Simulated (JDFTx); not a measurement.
Wanted: the native input for a JDFTx 1.7.0 (patched build) run.

- Task: single point
- Functional: PBE
- Potentials or basis: PseudoDojo-SR-PBE-0.5-standard
- Cutoff: 1143 eV
- Density cutoff: 9143 eV
- k mesh: 10 × 10 × 10
- Occupations: fermi-dirac, width 0.05 eV
- Spin: no spin polarisation
- Bands: 9
- Density cutoff over wavefunction cutoff: 8
- Max SCF steps: 100
- SCF threshold on the energy: 1e-09 Ha
- Solver of the electrons: scf
- Further solve for the empty bands: yes

AlN:

```
Al N
1.0
     0.00000    2.18399    2.18399
     2.18399    0.00000    2.18399
     2.18399    2.18399    0.00000
Al N
1 1
Direct
  0.00000 0.00000 0.00000
  0.25000 0.25000 0.25000
```

Measurements of this composition are mostly on another form, of space group No. 186.

One way to write it, as run:

AlN.in

```
lattice \
    0.0000000000     2.1839935596     2.1839935596 \
    2.1839935596     0.0000000000     2.1839935596 \
    2.1839935596     2.1839935596     0.0000000000
latt-scale 1.889726124626 1.889726124626 1.889726124626
coords-type Lattice
ion Al     0.0000000000     0.0000000000     0.0000000000 1
ion N      0.2500000000     0.2500000000     0.2500000000 1

ion-species pseudo/Al.upf
ion-species pseudo/N.upf
elec-cutoff 42 336
elec-ex-corr gga-PBE
kpoint-folding 10 10 10
elec-smearing Fermi 0.0018374661
elec-n-bands 9
electronic-SCF nIterations 100 energyDiffThreshold 1e-09
electronic-minimize nIterations 30 energyDiffThreshold 1e-7
converge-empty-states yes
forces-output-coords Cartesian

dump-name run.$VAR
dump End Ecomponents EigStats BandEigs Kpoints Forces Stress ElecDensity Dtot KEdensity
```

Potentials or basis: PseudoDojo-SR-PBE-0.5-standard.

The run is started by

```sh
$ jdftx -c 1 -i AlN.in -o AlN.out
```

It gave:

```
Pressure               : 4.5 GPa
Band gap on the k mesh : 3.32 eV, indirect (least direct gap 4.19 eV)
Loewdin charges        : Al +1.06; N -1.00 e
```

It took 48 s on 1 thread of Arm Neoverse V1, on a shared host, peak memory 0.09 GiB.
